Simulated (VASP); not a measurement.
A VASP 6.6.1 single-point calculation on ZnS

INCAR

```
ISMEAR = -1
EDIFF = 1E-7
ENCUT = 35
SIGMA = 0.02
IBRION = -1
LCHARG = .FALSE.
NELM = 73
NBANDS = 16
PREC = Accurate
LWAVE = .FALSE.
NSW = 0
ISIF = 2
GGA = PE
LREAL = .FALSE.
LASPH = .TRUE.
```

KPOINTS

```
KPOINTS created by Atomic Simulation Environment
0
Gamma
8 8 8
0 0 0
```

POSCAR

```
Zn S
 1.0000000000000000
     0.0000000000000000    2.6940858314999998    2.7749084064999998
     2.6940858314999998    0.0000000000000000    2.7749084064999998
     2.6940858314999998    2.6940858314999998    0.0000000000000000
 Zn  S
   1   1
Cartesian
  0.0000000000000000  0.0000000000000000  0.0000000000000000
  1.3470429157499999  1.3470429157499999  1.3874542032499997
```

The recommended PBE PAW datasets give the neutral cell 18 valence electrons.

Command

```
mpirun -np 1 vasp_std
```

Q: Predict the outcome of this run.

A: VASP stopped with an error.

OSZICAR

```
N       E                     dE             d eps       ncg     rms          rms(c)
```

Standard output (part)

```
POSCAR found type information on POSCAR ZnS
 POSCAR found :  2 types and       2 ions
 LDA part: xc-table for (Slater+PW92), standard interpolation
 POSCAR, INCAR and KPOINTS ok, starting setup
 WAVECAR not read
 entering main loop
|     EEEEEEE  RRRRRR   RRRRRR   OOOOOOO  RRRRRR      ###     ###     ###     |
|     E        R     R  R     R  O     O  R     R     ###     ###     ###     |
|     E        R     R  R     R  O     O  R     R     ###     ###     ###     |
|     EEEEE    RRRRRR   RRRRRR   O     O  RRRRRR       #       #       #      |
|     E        R    R   R    R   O     O  R    R      ###     ###     ###     |
|     EEEEEEE  R     R  R     R  OOOOOOO  R     R     ###     ###     ###     |
|     EDDAV: Call to ZHEGV failed. Returncode = 12 2 16                       |
|       ---->  I REFUSE TO CONTINUE WITH THIS SICK JOB ... BYE!!! <----       |
```

The fault: cutoff far too low.
